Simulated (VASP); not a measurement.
## TiO2 (Anatase): single point with PBEsol

Crystal: TiO2 (Anatase).

```
Ti O
1.0
    -1.89210    1.89210    4.75730
     1.89210   -1.89210    4.75730
     1.89210    1.89210   -4.75730
Ti O
2 4
Direct
  0.75000 0.25000 0.50000
  0.00000 0.00000 0.00000
  0.79190 0.79190 0.00000
  0.54190 0.04190 0.50000
  0.95810 0.45810 0.50000
  0.20810 0.20810 0.00000
```

* Program: VASP 6.6.1
* Task: single point
* Functional: PBEsol
* Potentials or basis: VASP PAW PBE potentials, release 64 (Ti_sv, O)
* Cutoff: 520 eV
* k mesh: 10 × 10 × 10
* Occupations: fermi-dirac, width 0.05 eV
* Spin: no spin polarisation

```yaml
Pressure: -0.4 GPa
Largest_force: 0.012 eV/Å
Band_gap_on_the_k_mesh: 2.06 eV, indirect (least direct gap 2.40 eV)
```

Forces in eV/Å, atoms in the order of the input:
```
Ti   0.000  0.000  0.000
Ti   0.000  0.000  0.000
O    0.000  0.000 -0.012
O    0.000  0.000 -0.012
O    0.000  0.000  0.012
O    0.000  0.000  0.012
```

Stress tensor (GPa, compression positive):
```
-0.71  0.00  0.00
 0.00 -0.71  0.00
 0.00  0.00  0.29
```

Levels at points of the mesh, in eV from the valence-band top:
| k point | band 20 | band 21 | band 22 | band 23 | band 24 | band 25 | band 26 | band 27 | band 28 | band 29 |
| --- | --- | --- | --- | --- | --- | --- | --- | --- | --- | --- |
| (0.00, 0.00, 0.00) | -0.76 | -0.76 | -0.76 | -0.47 | -0.47 | 2.06 | 2.83 | 3.98 | 3.98 | 4.01 |
| (0.50, 0.00, 0.00) | -1.99 | -1.99 | -0.96 | -0.83 | -0.63 | 3.21 | 3.53 | 3.55 | 3.66 | 4.30 |
| (0.50, 0.50, 0.00) | -2.67 | -2.09 | -2.09 | -0.03 | -0.03 | 3.33 | 3.33 | 3.82 | 3.82 | 4.91 |
| (0.50, 0.50, 0.50) | -1.36 | -1.26 | -1.26 | -0.11 | -0.11 | 2.43 | 2.43 | 3.76 | 3.76 | 4.24 |

It took 2.4 min on 2 MPI ranks on AMD EPYC 9R45 96-Core Processor (Zen 5) (shared host), peak memory 0.33 GiB a rank.

Caveat: the PAW data sets were made with another functional, which shifts forces and pressure a little. Expect the measured gap to be larger: semilocal functionals such as PBEsol lack the derivative discontinuity.
